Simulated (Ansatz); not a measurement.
Crystal: PtS2.

```
Pt S
1.0
     3.54320    0.00000    0.00000
    -1.77160    3.06850    0.00000
     0.00000    0.00000    5.03880
Pt S
1 2
Direct
  0.00000 0.00000 0.00000
  0.66667 0.33333 0.77300
  0.33333 0.66667 0.22700
```

Base run:

- Program: Ansatz 0.2.0
- Functional: r2SCAN50
- Potentials or basis: Ansatz PAW
- Cutoff: 500 eV (not typed: the program's choice for these potentials)
- k mesh: 5 × 5 × 3
- Occupations: fermi-dirac, width 0.05 eV
- Spin: no spin polarisation

Its results: band gap on the k mesh 3.98 eV, indirect (least direct gap 4.47 eV); pressure 2.2 GPa; largest force 0.580 eV/Å.

Question: The run is repeated on the same cell with these changes: functional from r2SCAN50 to PBE0; cutoff from 500 eV (not typed: the program's choice for these potentials) to 420 eV (not typed: the program's choice for these potentials). What comes out?

Answer: Band gap on the k mesh 2.59 eV, indirect (least direct gap 2.86 eV); pressure 6.9 GPa; largest force 0.908 eV/Å.

Caveats: the k mesh misses the band edges, so the gap on the mesh is wider than the one along the path; spin-orbit coupling is left out, which moves the levels of the heavy elements; the PAW data sets come from PBE, with cores solved anew for the run's functional, which leaves a small shift of forces and pressure; the thresholds are loose for stress.
